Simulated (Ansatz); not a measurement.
Crystal: Si2W.

```
CELL_PARAMETERS angstrom
4.61685 0.00000 0.00000
-2.30843 3.99831 0.00000
0.00000 0.00000 6.65322
ATOMIC_POSITIONS crystal
W 0.50000 0.00000 0.50000
W 0.50000 0.50000 0.83333
W 0.00000 0.50000 0.16667
Si 0.32725 0.16363 0.16667
Si 0.83637 0.16363 0.83333
Si 0.16363 0.32725 0.50000
Si 0.67275 0.83637 0.16667
Si 0.16363 0.83637 0.83333
Si 0.83637 0.67275 0.50000
```

Measurements of this composition are mostly on another form, of space group No. 139.

- Program: Ansatz 0.2.0
- Task: relaxation of cell and atoms
- Functional: RPBE
- Dispersion: D3(BJ)
- Potentials or basis: Ansatz PAW
- Cutoff: 420 eV (not typed: the program's choice for these potentials)
- k mesh: 7 × 7 × 4
- Occupations: fermi-dirac, width 0.05 eV
- Spin: no spin polarisation

At the start: volume 13.65 Å³/atom.

Question: Where does the relaxation end?

Answer: It ends after 6 steps and the volume is 11.74 Å³/atom (-14.0 %); space group P6_222 (No. 180, to 0.05 Å).

The path:
```tsv
step	energy change (eV)	largest force (eV/Å)	volume (Å³)
1	0.0000	0.0232	122.82
2	-2.1743	0.2835	106.10
3	-2.1853	0.0033	105.56
4	-2.1854	0.0021	105.70
5	-2.1854	0.0000	105.68
6	-2.1814	0.0000	105.68
```

Final structure:
```
W Si
1.0
     4.38276    0.00000    0.00000
    -2.19138    3.79558    0.00000
     0.00000    0.00000    6.35269
W Si
3 6
Cartesian
  2.1914 0.0000 3.1763
  1.0957 1.8978 5.2939
  -1.0957 1.8978 1.0588
  1.0720 0.6189 1.0588
  3.3107 0.6189 5.2939
  0.0000 1.2379 3.1763
  1.1194 3.1766 1.0588
  -1.1194 3.1766 5.2939
  2.1914 2.5577 3.1763
```

Caveat: the plane-wave basis is chosen anew once the cell has moved, so the energies of steps on either side of that aren't comparable; the PAW data sets come from PBE, with cores solved anew for the run's functional, which leaves a small shift of forces and pressure.
